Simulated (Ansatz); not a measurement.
# TiO2: the cost of one run

Program: Ansatz 0.2.0. Level of theory: DFT PBE, scalar-relativistic. These are calculated values, not measurements.

## (1) The structure to begin with

It takes space group P4_2/mnm (No. 136, tetragonal). The conventional cell has a = 4.594 Å, b = 4.594 Å, c = 2.959 Å, α = 90.00°, β = 90.00°, γ = 90.00°. Around Ti (site symmetry mmm) lie 6 O at 1.94 to 1.99 Å. O (site symmetry m2m) has 3 Ti at 1.94 to 1.99 Å as nearest neighbours.

Coordinates:

```
CELL_PARAMETERS angstrom
4.59400 0.00000 0.00000
0.00000 4.59400 0.00000
0.00000 0.00000 2.95900
ATOMIC_POSITIONS crystal
Ti 0.00000 0.00000 0.00000
Ti 0.50000 0.50000 0.50000
O 0.30600 0.30600 0.00000
O 0.19400 0.80600 0.50000
O 0.69400 0.69400 0.00000
O 0.80600 0.19400 0.50000
```

Atoms are numbered in the order of the input: Ti1, Ti2, O3, O4, O5, O6.

## (2) The deformed structure

Space group P4_2/mnm before, P4_2/mnm after.

## (3) Full-potential LAPW

The input, input.yaml:

```yaml
crystal:
  lattice:
    - [4.50212, 0.0, 0.0]
    - [0.0, 4.50212, 0.0]
    - [0.0, 0.0, 2.959]
  atoms:
    - { symbol: Ti, position: [0.0, 0.0, 0.0] }
    - { symbol: Ti, position: [0.5, 0.5, 0.5] }
    - { symbol: O, position: [0.306, 0.306, 0.0] }
    - { symbol: O, position: [0.194, 0.806, 0.5] }
    - { symbol: O, position: [0.694, 0.694, 0.0] }
    - { symbol: O, position: [0.806, 0.194, 0.5] }
kpoints:
  mp_grid: { grid: [7, 7, 10] }
  band_path:
    path:
      - [0.0, 0.0, 0.0]
      - [0.0, 0.5, 0.0]
      - [0.5, 0.5, 0.0]
      - [0.0, 0.0, 0.0]
      - [0.0, 0.0, 0.5]
      - [0.0, 0.5, 0.5]
      - [0.5, 0.5, 0.5]
      - [0.0, 0.0, 0.5]
      - [0.0, 0.5, 0.0]
    npoints: 5
scf:
  occupations: { method: fermi_dirac, width: 0.05 }
hamiltonian:
  xc: pbe
  pseudopotentials: { kind: all_electron, lapw: { basis_error: 0.0005 } }
output:
  forces: true
  stress: true
  eigenvalues: true
```

Command:

```
$ ansatz run input.yaml --threads 2 --pin off --max-ram 6144MiB --backend cpu --events-out ev --progress --plain --runs-dir out
```

Q: Estimate wall time and peak memory on 2 threads of Intel Xeon Platinum 8488C (Sapphire Rapids), shared host.

About 38 s, with a peak of 0.85 GiB.
